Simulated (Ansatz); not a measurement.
Input, command and steps of an Ansatz relaxation.

```yaml
crystal:
  lattice:
    - [1.9539112643, -1.9572934182, 0.0]
    - [1.9539112643, 1.9572934182, 0.0]
    - [0.0, 0.0, 5.0044554526]
  atoms:
    - { symbol: Cu, position: [0.0, 0.5, 0.0] }
    - { symbol: Cu, position: [0.5, 0.0, 0.5] }
    - { symbol: O, position: [0.5, 0.5, 0.25] }
    - { symbol: O, position: [0.5, 0.5, 0.75] }
basis:
  ecutwfc: 420
kpoints:
  mp_grid: { grid: [14, 14, 8] }
hamiltonian:
  xc: pbesol
scf:
  occupations: { method: gaussian, width: 0.1 }
output:
  forces: true
  stress: true
  eigenvalues: true
relax:
  adjacent_minimum: "off"
  f_tol: 0.008
  max_steps: 50
  cell: { stress_tol: 0.08, p_target: 20.0 }
```

```bash
ansatz run input.yaml --threads 1 --pin off --max-ram 2560MiB --backend cpu --events-out ev --progress --plain --runs-dir out
```

Level of theory: Ansatz 0.2.0, DFT PBEsol, scalar-relativistic, plane waves, PAW.

Of 27 frames 10 are shown, positions in Å and forces in eV/Å; the SCF threshold varies from step to step. Steps run on the plane waves of an earlier cell, with a Pulay correction in the pressure. The basis is chosen afresh for the last frame, the zero of the energies, and at times for earlier ones too; energy and pressure step there, also at an unchanged geometry. Here that happened at step 16 (-8 meV/atom, 1.2 GPa); the frames before carry an error of that size. The relaxation lowers the enthalpy F + PV at the target pressure, so the free energy itself can rise. The mark taken_back stands on steps that the optimiser undid.

```xyz
4
Lattice="1.9539 -1.9573 0.0000 1.9539 1.9573 0.0000 0.0000 0.0000 5.0045" Properties=species:S:1:pos:R:3:forces:R:3 pbc="T T T" step=1 free_energy_over_end_meV_per_atom=-38.85 pressure_GPa=22.27
Cu    0.9770    0.9786    0.0000    0.0000    0.0000    0.0000
Cu    0.9770   -0.9786    2.5022    0.0000    0.0000    0.0000
O     1.9539    0.0000    1.2511    0.0000    0.0000    0.0000
O     1.9539    0.0000    3.7533    0.0000    0.0000    0.0000
4
Lattice="1.9375 -1.9431 0.0000 1.9375 1.9431 0.0000 0.0000 0.0000 5.0948" Properties=species:S:1:pos:R:3:forces:R:3 pbc="T T T" step=4 free_energy_over_end_meV_per_atom=-44.02 pressure_GPa=19.86
Cu    0.9688    0.9716    0.0000    0.0000    0.0000    0.0000
Cu    0.9688   -0.9716    2.5474    0.0000    0.0000    0.0000
O     1.9375    0.0000    1.2737    0.0000    0.0000    0.0000
O     1.9375    0.0000    3.8211    0.0000    0.0000    0.0000
4
Lattice="1.9274 -1.9523 0.0000 1.9274 1.9523 0.0000 0.0000 0.0000 5.0948" Properties=species:S:1:pos:R:3:forces:R:3 pbc="T T T" step=7 free_energy_over_end_meV_per_atom=-43.39 pressure_GPa=19.98
Cu    0.9637    0.9761    0.0000    0.0000    0.0000    0.0000
Cu    0.9637   -0.9761    2.5474    0.0000    0.0000    0.0000
O     1.9274    0.0000    1.2737    0.0000    0.0000    0.0000
O     1.9274    0.0000    3.8211    0.0000    0.0000    0.0000
4
Lattice="1.8243 -2.0519 0.0000 1.8243 2.0519 0.0000 0.0000 0.0000 5.0980" Properties=species:S:1:pos:R:3:forces:R:3 pbc="T T T" step=10 free_energy_over_end_meV_per_atom=-39.65 pressure_GPa=19.76
Cu    0.9121    1.0260    0.0000    0.0000    0.0000    0.0000
Cu    0.9121   -1.0260    2.5490    0.0000    0.0000    0.0000
O     1.8243    0.0000    1.2745    0.0000    0.0000    0.0000
O     1.8243    0.0000    3.8235    0.0000    0.0000    0.0000
4
Lattice="1.6731 -2.1709 0.0000 1.6731 2.1709 0.0000 0.0000 0.0000 5.1332" Properties=species:S:1:pos:R:3:forces:R:3 pbc="T T T" step=13 free_energy_over_end_meV_per_atom=-15.81 pressure_GPa=19.66
Cu    0.8365    1.0854    0.0000    0.0000    0.0000    0.0000
Cu    0.8365   -1.0854    2.5666    0.0000    0.0000    0.0000
O     1.6731    0.0000    1.2833    0.0000    0.0000    0.0000
O     1.6731    0.0000    3.8499    0.0000    0.0000    0.0000
4
Lattice="1.6720 -2.1674 0.0000 1.6720 2.1674 0.0000 0.0000 0.0000 5.1373" Properties=species:S:1:pos:R:3:forces:R:3 pbc="T T T" step=15 free_energy_over_end_meV_per_atom=-14.20 pressure_GPa=20.00
Cu    0.8360    1.0837    0.0000    0.0000    0.0000    0.0000
Cu    0.8360   -1.0837    2.5687    0.0000    0.0000    0.0000
O     1.6720    0.0000    1.2843    0.0000    0.0000    0.0000
O     1.6720    0.0000    3.8530    0.0000    0.0000    0.0000
4
Lattice="1.4905 -2.3427 0.0000 1.4905 2.3427 0.0000 0.0000 0.0000 5.1400" Properties=species:S:1:pos:R:3:forces:R:3 pbc="T T T" step=18 free_energy_over_end_meV_per_atom=11.92 pressure_GPa=20.43 taken_back
Cu    0.7453    1.1713    0.0000    0.0000    0.0000    0.0000
Cu    0.7453   -1.1713    2.5700    0.0000    0.0000    0.0000
O     1.4905    0.0000    1.2850    0.0000    0.0000    0.0000
O     1.4905    0.0000    3.8550    0.0000    0.0000    0.0000
4
Lattice="1.5392 -2.2978 0.0000 1.5392 2.2978 0.0000 0.0000 0.0000 5.1447" Properties=species:S:1:pos:R:3:forces:R:3 pbc="T T T" step=21 free_energy_over_end_meV_per_atom=-4.67 pressure_GPa=20.00
Cu    0.7696    1.1489    0.0000    0.0000    0.0000    0.0000
Cu    0.7696   -1.1489    2.5723    0.0000    0.0000    0.0000
O     1.5392    0.0000    1.2862    0.0000    0.0000    0.0000
O     1.5392    0.0000    3.8585    0.0000    0.0000    0.0000
4
Lattice="1.5160 -2.3235 0.0000 1.5160 2.3235 0.0000 0.0000 0.0000 5.1421" Properties=species:S:1:pos:R:3:forces:R:3 pbc="T T T" step=24 free_energy_over_end_meV_per_atom=-1.44 pressure_GPa=20.00
Cu    0.7580    1.1617    0.0000    0.0000    0.0000    0.0000
Cu    0.7580   -1.1617    2.5710    0.0000    0.0000    0.0000
O     1.5160    0.0000    1.2855    0.0000    0.0000    0.0000
O     1.5160    0.0000    3.8566    0.0000    0.0000    0.0000
4
Lattice="1.5114 -2.3280 0.0000 1.5114 2.3280 0.0000 0.0000 0.0000 5.1418" Properties=species:S:1:pos:R:3:forces:R:3 pbc="T T T" step=27 free_energy_over_end_meV_per_atom=0.00 pressure_GPa=19.99
Cu    0.7557    1.1640    0.0000    0.0000    0.0000    0.0000
Cu    0.7557   -1.1640    2.5709    0.0000    0.0000    0.0000
O     1.5114    0.0000    1.2854    0.0000    0.0000    0.0000
O     1.5114    0.0000    3.8563    0.0000    0.0000    0.0000
```

The run took 6.8 min on 1 thread of Intel(R) Xeon(R) Platinum 8488C (Sapphire Rapids), with other jobs on the host, peak memory 0.56 GiB.

Spin polarisation was left out, and a magnetic state may lie lower.